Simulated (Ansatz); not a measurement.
Input and command of a plane-wave DFT calculation in Ansatz:

```yaml
crystal:
  lattice:
    - [2.9222991408, 0.0, 0.0]
    - [-1.4611495704, 2.5307852934, 0.0]
    - [0.0, 0.0, 4.70166181]
  atoms:
    - { symbol: Ag, position: [0.33333333, 0.66666667, 0.25] }
    - { symbol: Ag, position: [0.66666667, 0.33333333, 0.75] }
basis:
  ecutwfc: 420
kpoints:
  mp_grid: { grid: [6, 6, 4] }
hamiltonian:
  xc: pbe
scf:
  occupations: { method: gaussian, width: 0.1 }
output:
  forces: true
  stress: true
  eigenvalues: true
```

```bash
ansatz run input.yaml --threads 1 --pin off --max-ram 2560MiB --backend cpu --events-out ev --progress --plain --runs-dir out
```

Processor: AMD EPYC 7R43 64-Core Processor (Zen 3), 1 thread, on a host shared with other jobs.

Problem. Estimate time, memory and problem size.

Solution. About 1.1 s on 1 thread of AMD EPYC 7R43 64-Core Processor (Zen 3) (shared host), peak memory 0.33 GiB. It solves 23 bands at 21 k points (the mesh reduced by the symmetry that the task leaves, which can be less than the crystal's) with about 687 plane waves, in 6 SCF iterations.
